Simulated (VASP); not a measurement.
Set up this calculation in VASP 6.6.1, as the native input.

```
Task                   : single point
Functional             : PBE
Potentials or basis    : VASP PAW PBE potentials, release 64 (Ga_d, N)
Cutoff                 : 450 eV
k mesh                 : 3 × 3 × 3
Occupations            : gaussian, width 0.01 eV
Spin                   : no spin polarisation
Monkhorst-Pack mesh    : no
Further INCAR settings : PREC = Normal; LREAL = Auto; ALGO = Normal; EDIFF = 1e-06; NBANDS = 86
```

The structure of GaN lies in POSCAR:

```
GaN
1.0
    0.0000000000      4.5482020000     -4.5482020000
    4.5482020000      4.5482020000      0.0000000000
    4.5482020000      0.0000000000     -4.5482020000
Ga N
8 8
Direct
    0.5000000000      0.0000000000      0.5000000000
    0.5000000000      0.5000000000      0.5000000000
    0.0000000000      0.0000000000      0.5000000000
    0.0000000000      0.5000000000      0.5000000000
    0.5000000000      0.0000000000      0.0000000000
    0.5000000000      0.5000000000      0.0000000000
    0.0000000000      0.0000000000      0.0000000000
    0.0000000000      0.5000000000      0.0000000000
    0.1250000000      0.1250000000      0.1250000000
    0.1250000000      0.6250000000      0.1250000000
    0.6250000000      0.1250000000      0.1250000000
    0.6250000000      0.6250000000      0.1250000000
    0.1250000000      0.1250000000      0.6250000000
    0.1250000000      0.6250000000      0.6250000000
    0.6250000000      0.1250000000      0.6250000000
    0.6250000000      0.6250000000      0.6250000000
```

The cell is a database's computed one.

These files were run (other wordings do the same):

INCAR

```
SYSTEM = GaN
ALGO     = Normal         ! electronic algorithm
EDIFF    = 1E-6           ! SCF threshold, eV
ENCUT    = 450            ! plane-wave cutoff, eV
GGA      = PE             ! functional
ICORELEVEL= 1            
ISIF     = 2              ! what is computed and relaxed
ISMEAR   = 0              ! smearing method
LASPH    = .True.         ! aspherical terms in the spheres
LCHARG   = .False.        ! write CHGCAR
LREAL    = Auto         
LWAVE    = .False.        ! write WAVECAR
NBANDS   = 86             ! bands
NELM     = 80             ! most SCF steps
PREC     = Normal         ! precision mode
SIGMA    = 0.01           ! smearing width, eV
```

KPOINTS

```
k-points
0
Gamma
  3 3 3
  0 0 0
```

Potentials or basis: VASP PAW PBE potentials, release 64 (Ga_d, N).

Launch:

```console
$ cat potpaw_PBE.64/Ga_d/POTCAR potpaw_PBE.64/N/POTCAR > POTCAR
$ mpirun -np 1 vasp_std > vasp.out
```

Results of the run:

```json
{
  "Band gap on the k mesh": "1.55 eV"
}
```

It took 110 s on 1 thread of AMD EPYC 7R43 64-Core Processor (Zen 3), with other jobs on the host, peak memory 0.18 GiB.
